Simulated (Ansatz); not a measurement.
# Sn: the cost of one run

Program: Ansatz 0.2.0. Level of theory: DFT PBEsol, scalar-relativistic, plane waves, PAW. These are calculated values, not measurements.

2 further runs of the same task are left out: 2 set aside as unsound or not needed.

### 1 Starting point

Symmetry: Fd-3m, No. 227, cubic system. The conventional cell has a = 6.542 Å, b = 6.542 Å, c = 6.542 Å, α = 90.00°, β = 90.00°, γ = 90.00°. Around Sn (site symmetry -43m) lie 4 Sn at 2.83 Å.

As a file:

```
CELL_PARAMETERS angstrom
0.00000 3.27078 3.27078
3.27078 0.00000 3.27078
3.27078 3.27078 0.00000
ATOMIC_POSITIONS crystal
Sn 0.50000 0.50000 0.50000
Sn 0.75000 0.75000 0.75000
```

It is the result of an earlier relaxation at this level (volume 34.99 Å³/atom; gap on the mesh: none (metal)).

Bulk energy on matching settings, from an earlier run: -5949.7521 eV/atom.

### 2 The (100) slab

Planes are indexed in the bulk's conventional cell (Fd-3m (No. 227)), a = 6.542 Å, b = 6.542 Å, c = 6.542 Å, α = 90.00°, β = 90.00°, γ = 90.00°.

The slab is a (100) slab, 11.4 Å thick as cut, with 15 Å of vacuum; its outer planes are Sn (top) and Sn (bottom).

The slab as cut. Its planes from the bottom up:

```csv
plane,atoms per cell,height over the lowest (Å)
1,Sn,0.00
2,Sn,1.64
3,Sn,3.27
4,Sn,4.91
5,Sn,6.54
6,Sn,8.18
7,Sn,9.81
8,Sn,11.45
```

### 3 Single point on the unrelaxed (100) slab

A dipole layer in the vacuum cancels the field that periodic copies would set up if the slab's two faces differ.

input.yaml reads:

```yaml
crystal:
  lattice:
    - [4.6255804191, 0.0, 0.0]
    - [0.0, 4.6255804191, 0.0]
    - [0.0, 0.0, 26.4477274845]
  atoms:
    - { symbol: Sn, position: [0.0, 0.5, 0.2835782395] }
    - { symbol: Sn, position: [0.0, 0.0, 0.3454130282] }
    - { symbol: Sn, position: [0.5, 0.0, 0.4072478169] }
    - { symbol: Sn, position: [0.5, 0.5, 0.4690826056] }
    - { symbol: Sn, position: [0.0, 0.5, 0.5309173944] }
    - { symbol: Sn, position: [0.0, 0.0, 0.5927521831] }
    - { symbol: Sn, position: [0.5, 0.0, 0.6545869718] }
    - { symbol: Sn, position: [0.5, 0.5, 0.7164217605] }
basis:
  ecutwfc: 420
kpoints:
  mp_grid: { grid: [8, 8, 1] }
hamiltonian:
  xc: pbesol
scf:
  occupations: { method: gaussian, width: 0.1 }
output:
  forces: true
  stress: true
  eigenvalues: true
  write_density: true
  write_potential: true
  elf: true
  volumetric_format: npy
efield:
  axis: 3
  dipole_correction: true
  ramp_width: 0.04
```

The run is started by

```console
$ ansatz run input.yaml --threads 1 --pin off --max-ram 2560MiB --backend cpu --events-out ev --progress --plain --runs-dir out
```

What time and memory should one allow on 1 thread of Arm Neoverse V2, shared host?

About 1.8 min, with a peak of 0.97 GiB.
